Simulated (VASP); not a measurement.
Crystal: ZnS.

```
CELL_PARAMETERS angstrom
3.81100 0.00000 0.00000
-1.90550 3.30042 0.00000
0.00000 0.00000 6.23400
ATOMIC_POSITIONS crystal
Zn 0.33333 0.66667 0.00000
Zn 0.66667 0.33333 0.50000
S 0.33333 0.66667 0.38500
S 0.66667 0.33333 0.88500
```

| Property | Result |
| --- | --- |
| Program | VASP 6.6.1 |
| Task | relaxation of cell and atoms |
| Functional | PBE |
| Potentials or basis | VASP PAW PBE potentials, release 64 (Zn, S) |
| Cutoff | 520 eV |
| k mesh | 8 × 8 × 5 |
| Occupations | gaussian, width 0.1 eV |
| Spin | no spin polarisation |

At the start: pressure 2.5 GPa; volume 19.60 Å³/atom.

Q: Where does the relaxation end?

A: Over 11 steps the energy falls by 9.8 meV/atom and the volume is 20.22 Å³/atom (+3.1 %); space group P6_3mc (No. 186, to 0.05 Å).

Step by step:
```csv
step,energy change (eV),largest force (eV/Å),pressure (GPa),volume (Å³)
1,0.0000,0.3226,2.50,78.41
2,-0.0317,0.0918,-0.84,81.93
3,-0.0330,0.1297,-0.26,81.30
4,-0.0330,0.1259,-0.32,81.35
5,-0.0363,0.0683,-0.12,81.10
6,-0.0377,0.0137,-0.01,80.88
7,-0.0378,0.0152,0.20,80.77
8,-0.0392,0.0133,-0.06,80.92
9,-0.0392,0.0132,-0.03,80.93
10,-0.0392,0.0137,-0.03,80.94
11,-0.0393,0.0003,0.06,80.88
```

Final structure:
```
CELL_PARAMETERS angstrom
3.84726 0.00000 0.00000
-1.92363 3.33182 0.00000
0.00000 0.00000 6.30959
ATOMIC_POSITIONS crystal
Zn 0.33333 0.66667 0.00526
Zn 0.66667 0.33333 0.50526
S 0.33333 0.66667 0.37974
S 0.66667 0.33333 0.87974
```
